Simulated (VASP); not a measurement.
# ZnSn2N2 (P-4m2) in VASP: notebook

One crystal, ZnSn2N2, is run at these levels: PBE; tasks: single point.

Program: VASP 6.6.1. These are calculated values, not measurements. Logs are shortened: lines on timing, memory, paths and dates and some standing lists are left out, and cuts for length are marked.

## (1) Starting point

Symmetry: P-4m2, No. 115, tetragonal system. Conventional cell: a = 3.352 Å, b = 3.352 Å, c = 8.064 Å, α = 90.00°, β = 90.00°, γ = 90.00°. Sn (site symmetry 2mm) is surrounded by 2 N at 2.12 Å. Around Zn (site symmetry -4m2) lie 4 N at 2.05 Å. N (site symmetry 2mm) is surrounded by 2 Zn at 2.05 Å and 2 Sn at 2.12 Å.

The cell comes from a database or a generator and needn't be the stable form of this composition.

## (2) Single point, PBE

INCAR

```
PREC = Accurate
ENCUT = 900
EDIFF = 1E-7
ISMEAR = 0
SIGMA = 0.05
LREAL = False
LASPH = True
NELM = 100
ALGO = Normal
ISIF = 2
LWAVE = False
LCHARG = False
GGA = PE
NBANDS = 33
ADDGRID = False
```

KPOINTS

```
Automatic mesh
0
Gamma
  10 10 4
```

POSCAR

```
ZnSn2N2
1.0
    3.3523260000      0.0000000000      0.0000000000
    0.0000000000      3.3523260000      0.0000000000
    0.0000000000      0.0000000000      8.0642090000
Sn Zn N
2 1 2
Direct
    0.5000000000      0.5000000000      0.3058270000
    0.5000000000      0.5000000000      0.6941730000
    0.0000000000      0.0000000000      0.0000000000
    0.0000000000      0.5000000000      0.8541900000
    0.5000000000      0.0000000000      0.1458100000
```

Potentials or basis: VASP PAW PBE potentials, release 64 (Sn_d, Zn, N).

Started as:

```sh
cat potpaw_PBE.64/Sn_d/POTCAR potpaw_PBE.64/Zn/POTCAR potpaw_PBE.64/N/POTCAR > POTCAR
mpirun -np 1 vasp_std > vasp.out
```

OUTCAR:

```text
PREC = Accurate
   ENCUT = 900
   EDIFF = 1E-7
   ISMEAR = 0
   LREAL = False
   LASPH = True
   NELM = 100
   ISIF = 2
   GGA = PE

 Found     63 irreducible k-points:

 Following reciprocal coordinates:
            Coordinates               Weight
  0.000000  0.000000  0.000000      1.000000
  0.100000  0.000000  0.000000      4.000000
  0.200000  0.000000  0.000000      4.000000
  0.300000  0.000000  0.000000      4.000000
  0.400000  0.000000  0.000000      4.000000
  0.500000  0.000000  0.000000      2.000000
   k-points           NKPTS =     63   k-points in BZ     NKDIM =     63   number of bands    NBANDS=     33
   number of dos      NEDOS =    301   number of ions     NIONS =      5
   total plane-waves  NPLWV = 103680
   dimension x,y,z NGX =    36 NGY =   36 NGZ =   80
   dimension x,y,z NGXF=    72 NGYF=   72 NGZF=  160
   ions per type =               2   1   2
   NGX,Y,Z   is equivalent  to a cutoff of  17.85, 17.85, 16.49 a.u.
   NGXF,Y,Z  is equivalent  to a cutoff of  35.71, 35.71, 32.98 a.u.
 SYSTEM =  unknown system
   PREC   = accura    normal or accurate (medium, high low for compatibility)
   ISTART =      0    job   : 0-new  1-cont  2-samecut
   ICHARG =      2    charge: 1-file 2-atom 10-const
   ISPIN  =      1    spin polarized calculation?
   LNONCOLLINEAR =      F non collinear calculations
   LSORBIT =      F    spin-orbit coupling
   LASPH  =      T    aspherical Exc in radial PAW
   ENCUT  =  900.0 eV  66.15 Ry    8.13 a.u.   8.20  8.20 19.73*2*pi/ulx,y,z
   NELM   =    100;   NELMIN=  2; NELMDL= -5     # of ELM steps
   EDIFF  = 0.1E-06   stopping-criterion for ELM
   LREAL  =      F    real-space projection
   EDIFFG = 0.1E-05   stopping-criterion for IOM
   NSW    =      0    number of steps for IOM
   IBRION =     -1    ionic relax: 0-MD 1-quasi-New 2-CG
   NFREE  =      0    steps in history (QN), initial steepest desc. (CG)
   ISIF   =      2    stress and relaxation
   ISYM   =      2    0-nonsym 1-usesym 2-fastsym
   POTIM  = 0.5000    time-step for ionic-motion
   TEBEG  =    0.0;   TEEND  =   0.0 temperature during run
   PSTRESS=    0.0 pullay stress
   NELECT =      50.0000    total number of electrons
   NUPDOWN=      -1.0000    fix difference up-down
   EMIN   =  10.00;   EMAX   =-10.00  energy-range for DOS
   EFERMI =   0.00;   METHOD = LEGACY
   ISMEAR =     0;   SIGMA  =   0.05  broadening in eV -4-tet -1-fermi 0-gaus
   EFERMI_NEDOS =   21; number of points for ismear=-14 and -15
   IALGO  =     38    algorithm
   IMIX   =      4    mixing-type and parameters
     AMIX     =   0.40;   BMIX     =  1.00
     AMIX_MAG =   1.60;   BMIX_MAG =  1.00
  volume/ion in A,a.u.               =      18.13       122.32
  Fermi-wavevector in a.u.,A,eV,Ry     =   1.342703  2.537341 24.529295  1.802852
  Thomas-Fermi vector in A             =   2.470836
   LORBIT       =      0    0 simple, 1 ext, 2 COOP (PROOUT), +10 PAW based schemes
   GGA     = PE    functional components
   LHFCALC =     F    Hartree Fock is set to
   AEXX    =    0.0000 exact exchange contribution
   IVDW    =     0    specifies the selected vdW correction
   LEPSILON=     F    determine dielectric tensor
   LRPA    =     F    only Hartree local field effects (RPA)
 non-spin polarized calculation
 Gauss-broadening in eV      SIGMA  =   0.05
  energy-cutoff  :      900.00
  volume of cell :       90.63
 maximum number of plane-waves:      5584
 NGX is ok and might be reduce to    36
   NGX = 17   NGY = 17   NGZ = 39

 number of electron      49.9999999 magnetization

 Free energy of the ion-electron system (eV)
  ---------------------------------------------------
  ext. energy  EPLUGINS =         0.00000000
  ---------------------------------------------------
  free energy    TOTEN  =       -24.19210677 eV

  energy without entropy =      -24.19018730  energy(sigma->0) =      -24.19114703

 E-fermi :   5.3567     XC(G=0): -10.2214

 val. band max:        5.3148066613   @ k =   0.2000   0.1000   0.2500
 cond. band min:       5.3796147741   @ k =   0.3000   0.0000   0.5000
 fundamental gap:      0.0648081128
 Fermi energy:         5.3567397977

 k-point     1 :       0.0000    0.0000    0.0000
  band No.  band energies     occupation
      1     -16.0461      2.00000
      2     -16.0449      2.00000
      3     -15.9066      2.00000
      4     -15.8422      2.00000
      5     -15.8422      2.00000
      6     -15.7935      2.00000
      7     -15.7935      2.00000
      8     -15.7768      2.00000
      9     -15.7600      2.00000
     10     -15.7561      2.00000
     11      -9.8142      2.00000
     12      -9.1628      2.00000
     13      -2.9169      2.00000
     14      -1.7245      2.00000
     15      -0.7863      2.00000
     16      -0.7863      2.00000
     17      -0.4618      2.00000
     18      -0.1814      2.00000
     19       0.8485      2.00000
     20       2.1091      2.00000
     21       2.7878      2.00000
     22       2.7878      2.00000
     23       4.3506      2.00000
     24       4.3506      2.00000
     25       5.7985      0.00000
     26       6.1823      0.00000
     27       8.6959      0.00000
     28      11.0026      0.00000
     29      11.0026      0.00000
     30      11.6017      0.00000
     31      12.9938      0.00000
     32      12.9938      0.00000
     33      13.1501      0.00000

 k-point     2 :       0.1000    0.0000    0.0000
  band No.  band energies     occupation
      1     -16.0349      2.00000
      2     -16.0344      2.00000
      3     -15.9031      2.00000
      4     -15.8524      2.00000
      5     -15.8417      2.00000
      6     -15.8002      2.00000
      7     -15.7929      2.00000
      8     -15.7705      2.00000
      9     -15.7645      2.00000
     10     -15.7605      2.00000
     11      -9.7390      2.00000
     12      -9.1079      2.00000
     13      -2.8255      2.00000
     14      -1.6981      2.00000
     15      -0.7935      2.00000
     16      -0.7787      2.00000
     17      -0.4497      2.00000
     18      -0.2030      2.00000
     19       0.7687      2.00000
     20       2.0237      2.00000
     21       2.5338      2.00000
     22       2.8537      2.00000
     23       3.9894      2.00000
     24       4.3713      2.00000
     25       5.6961      0.00000
     26       6.6434      0.00000
     27       8.9657      0.00000
     28       9.8612      0.00000
     29      11.0786      0.00000
     30      11.3304      0.00000
     31      12.2874      0.00000
     32      13.0540      0.00000
     33      13.6041      0.00000

 k-point     3 :       0.2000    0.0000    0.0000
  band No.  band energies     occupation
      1     -16.0123      2.00000
      2     -16.0072      2.00000
      3     -15.9052      2.00000
      4     -15.8645      2.00000
      5     -15.8402      2.00000
      6     -15.8155      2.00000
      7     -15.7916      2.00000
      8     -15.7765      2.00000
      9     -15.7716      2.00000
     10     -15.7522      2.00000
     11      -9.5329      2.00000
     12      -8.9546      2.00000
     13      -2.5912      2.00000
     14      -1.6218      2.00000
     15      -0.7916      2.00000
     16      -0.7588      2.00000
     17      -0.4538      2.00000
     18      -0.2572      2.00000
     19       0.4098      2.00000
     20       1.6420      2.00000
     21       2.2897      2.00000
     22       3.0294      2.00000
     23       3.5481      2.00000
     24       4.4237      2.00000
     25       5.3094      1.81936
     26       7.4362      0.00000
     27       8.2741      0.00000
     28       9.6062      0.00000
     29      10.0046      0.00000
     30      11.2745      0.00000
     31      12.4455      0.00000
     32      13.2388      0.00000
     33      14.0665      0.00000

 k-point     4 :       0.3000    0.0000    0.0000
  band No.  band energies     occupation
      1     -15.9984      2.00000
      2     -15.9767      2.00000
      3     -15.9314      2.00000
      4     -15.8473      2.00000
      5     -15.8385      2.00000
      6     -15.8311      2.00000
      7     -15.7931      2.00000
      8     -15.7885      2.00000
      9     -15.7849      2.00000
     10     -15.7231      2.00000
     11      -9.2594      2.00000
     12      -8.7381      2.00000
     13      -2.4100      2.00000
     14      -1.4538      2.00000
     15      -0.7338      2.00000
     16      -0.7244      2.00000
     17      -0.6159      2.00000
     18      -0.3203      2.00000
     19       0.0425      2.00000
     20       0.9524      2.00000
     21       2.3623      2.00000
     22       3.2560      2.00000
     23       3.4209      2.00000
     24       4.4828      2.00000
     25       4.6910      2.00000
     26       6.9111      0.00000
     27       8.2968      0.00000
     28       8.7381      0.00000
     29      10.4846      0.00000
     30      11.4995      0.00000
     31      12.3750      0.00000
     32      13.5596      0.00000
     33      14.1497      0.00000

 k-point     5 :       0.4000    0.0000    0.0000
  band No.  band energies     occupation
      1     -16.0050      2.00000
      2     -15.9580      2.00000
      3     -15.9416      2.00000
      4     -15.8483      2.00000
      5     -15.8370      2.00000
      6     -15.8212      2.00000
      7     -15.8046      2.00000
      8     -15.7962      2.00000
      9     -15.7874      2.00000
     10     -15.6932      2.00000
     11      -9.0252      2.00000
     12      -8.5266      2.00000
     13      -2.5379      2.00000
     14      -1.1090      2.00000
     15      -0.8655      2.00000
     16      -0.7131      2.00000
     17      -0.4601      2.00000
     18      -0.3690      2.00000
     19      -0.0903      2.00000
     20       0.3140      2.00000
     21       2.2445      2.00000
     22       3.4125      2.00000
     23       3.4511      2.00000
     24       4.5064      2.00000
     25       4.5228      2.00000
     26       5.9027      0.00000
     27       7.6747      0.00000
     28       9.3525      0.00000
     29      11.2835      0.00000
     30      11.6529      0.00000
     31      11.8438      0.00000
     32      13.8083      0.00000
     33      13.8555      0.00000

 k-point     6 :       0.5000    0.0000    0.0000
  band No.  band energies     occupation
      1     -16.0124      2.00000
      2     -15.9545      2.00000
      3     -15.9388      2.00000
      4     -15.8530      2.00000
      5     -15.8365      2.00000
      6     -15.8126      2.00000
      7     -15.8092      2.00000
      8     -15.8002      2.00000
      9     -15.7869      2.00000
     10     -15.6804      2.00000
     11      -8.9339      2.00000
     12      -8.4323      2.00000
     13      -2.6705      2.00000
     14      -0.9278      2.00000
     15      -0.7995      2.00000
     16      -0.7050      2.00000
     17      -0.4812      2.00000
     18      -0.3872      2.00000
     19      -0.0780      2.00000
     20       0.1046      2.00000
     21       1.9642      2.00000
     22       3.4822      2.00000
     23       3.5297      2.00000
     24       4.5353      2.00000
     25       4.9144      2.00000
     26       5.1304      2.00000
     27       7.3896      0.00000
     28       9.8556      0.00000
     29      11.3224      0.00000
     30      11.7018      0.00000
     31      11.8640      0.00000
     32      13.3301      0.00000
     33      13.6941      0.00000

 [... further k-points ...]
[... 5 lines left out ...]
  --------------------------------------------------------------------------------------
  -------------------------------------------------------------------------------------
  Total       -0.0617334     -0.0617334     -0.2245904      0.0000000      0.0000000      0.0000000
  in kB       -1.0913816     -1.0913816     -3.9705212      0.0000000      0.0000000      0.0000000
  external PRESSURE =      -2.0510948 kB  Pullay stress =       0.0000000 kB

 VOLUME and BASIS-vectors are now :
 -----------------------------------------------------------------------------
  energy-cutoff  :      900.00
  volume of cell :       90.63
      direct lattice vectors                 reciprocal lattice vectors
     3.352326000  0.000000000  0.000000000     0.298300344  0.000000000  0.000000000
     0.000000000  3.352326000  0.000000000     0.000000000  0.298300344  0.000000000
     0.000000000  0.000000000  8.064209000     0.000000000  0.000000000  0.124004723

 POSITION                                       TOTAL-FORCE (eV/Angst)
 -----------------------------------------------------------------------------------
      1.67616      1.67616      2.46625         0.000000     -0.000000      0.020385
      1.67616      1.67616      5.59796         0.000000     -0.000000     -0.020385
      0.00000      0.00000      0.00000         0.000000      0.000000     -0.000000
      0.00000      1.67616      6.88837         0.000000      0.000000     -0.010595
      1.67616      0.00000      1.17584         0.000000      0.000000      0.010595
 -----------------------------------------------------------------------------------
    total drift:                                0.000000      0.000000     -0.000000

  FREE ENERGIE OF THE ION-ELECTRON SYSTEM (eV)
  ---------------------------------------------------
  free  energy   TOTEN  =       -24.1921067691 eV

  energy  without entropy=      -24.1901872997  energy(sigma->0) =      -24.19114703
```

Run time: 6.1 min. Hardware: 1 thread of Intel Xeon Platinum 8259CL at 2.50GHz (Skylake/Cascade Lake), shared host; peak memory 0.57 GiB.

These settings aren't checked as converged: the numbers below hold their error.

Results:

```yaml
Free_energy: -24.1921 eV
Pressure: -0.2 GPa
Largest_force: 0.020 eV/Å
Band_gap_on_the_k_mesh: none (metal or under the smearing width)
```

## (3) Single point, PBE

Edit INCAR of step 2 so:

```diff
@@ -1,3 +1,3 @@
 PREC = Accurate
-ENCUT = 900
+ENCUT = 300
 EDIFF = 1E-7
```

KPOINTS

```
Automatic mesh
0
Gamma
  2 2 1
```

POSCAR is that of step 2.

Potentials or basis: VASP PAW PBE potentials, release 64 (Sn_d, Zn, N).

Started as:

```sh
cat potpaw_PBE.64/Sn_d/POTCAR potpaw_PBE.64/Zn/POTCAR potpaw_PBE.64/N/POTCAR > POTCAR
mpirun -np 1 vasp_std > vasp.out
```

Run time: 9.1 s. Hardware: 1 thread of Intel Xeon Platinum 8259CL at 2.50GHz (Skylake/Cascade Lake), shared host; peak memory 0.14 GiB.

The run converged, but a check on its numbers failed (symmetry, net force, bounds or a known fault of this set-up), so they aren't taken as properties of the crystal.

Caveat: the k mesh is coarse (spacing up to 0.94 Å⁻¹), so the values aren't converged; the cutoff lies under the usual one of these potentials, so the numbers hold a large basis-set error.

(Continued in part 2 of 2.)
